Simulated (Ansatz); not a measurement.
Runs of Ansatz 0.2.0 on TiC. The structure is hexagonal, space group P-6m2 (No. 187). Conventional cell: a = 3.042 Å, b = 3.042 Å, c = 2.698 Å, α = 90.00°, β = 90.00°, γ = 120.00°. Around Ti (site symmetry -6m2) lie 6 C at 2.21 Å. C (site symmetry -6m2) has 6 Ti at 2.21 Å as nearest neighbours. The cell was built by a generator and needn't be a form met in nature.

| task | level | potentials or basis | U | cell | cutoff (eV) | points for each segment of the path | hubbard projectors | double counting | gap on the mesh (eV) | pressure (GPa) |
| --- | --- | --- | --- | --- | --- | --- | --- | --- | --- | --- |
| band structure | LDA+U | Ansatz PAW | Ti d U = 3 eV | as given | 420 | 14 | ortho-atomic (the default) | fll (the default) | none | -7.7 |
| band structure | PBEsol | Ansatz PAW | - | as given | 420 | 14 | - | - | none | (a) |
| relaxation of cell and atoms | PBEsol+U | Ansatz PAW | Ti d U = 6 eV | relaxed | 420 | - | ortho-atomic (the default) | fll (the default) | none | 0.0 |
| density of states | PBE | Ansatz PAW | - | as given | 420 | - | - | - | none | 0.1 |
| band structure | PBE | PseudoDojo standard (PBE files) | - | as given | 1143 | 14 | - | - | none | 0.1 |

Alike in all rows: no spin polarisation; k mesh 10 × 10 × 10; smearing fermi-dirac 0.05 eV.

Problem. Estimate the missing entries.

Solution. (a) -6.1.

Caveats: the PAW data sets come from PBE, with cores solved anew for the run's functional, which leaves a small shift of forces and pressure (some runs); U without spin polarisation on a metal has little footing (some runs); the U is typed as a test and isn't derived for this compound (some runs); the plane-wave basis is chosen anew once the cell has moved, so the energies of steps on either side of that aren't comparable (some runs).

A gap of «none» marks a metal or a gap under the smearing width.
